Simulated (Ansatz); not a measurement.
CsPbI₃:
```
CsPbI3
1.0
    6.33269     0.00000     0.00000
    0.00000     6.33269     0.00000
    0.00000     0.00000     6.33269
Cs Pb I
1 1 3
Cartesian
  3.16635   3.16635   3.16635
  0.00000   0.00000   0.00000
  0.00000   0.00000   3.16635
  3.16635   0.00000   0.00000
  0.00000   3.16635   0.00000
```

The program Ansatz at the r²SCAN level (PAW) gives a gap of 1.70 eV without spin–orbit coupling, maximum at R, minimum at R.

Q: What happens when spin–orbit coupling is switched on?

A: The gap decreases by 1.31 eV, to 0.39 eV; maximum at R, minimum at R.

Q: Give the electron effective mass with spin–orbit coupling.

A: 0.068 mₑ (isotropic).

Q: Give the hole effective mass with spin–orbit coupling.

A: 0.075 mₑ (isotropic).

Space group Pm-3m (cubic perovskite). This is a known high-temperature phase of the composition, computed here at zero pressure and temperature. The cell was relaxed with r²SCAN under the symmetry of its start; of distortions, only those at the zone centre were tested.

Potentials: the later of the program's two PAW sets.
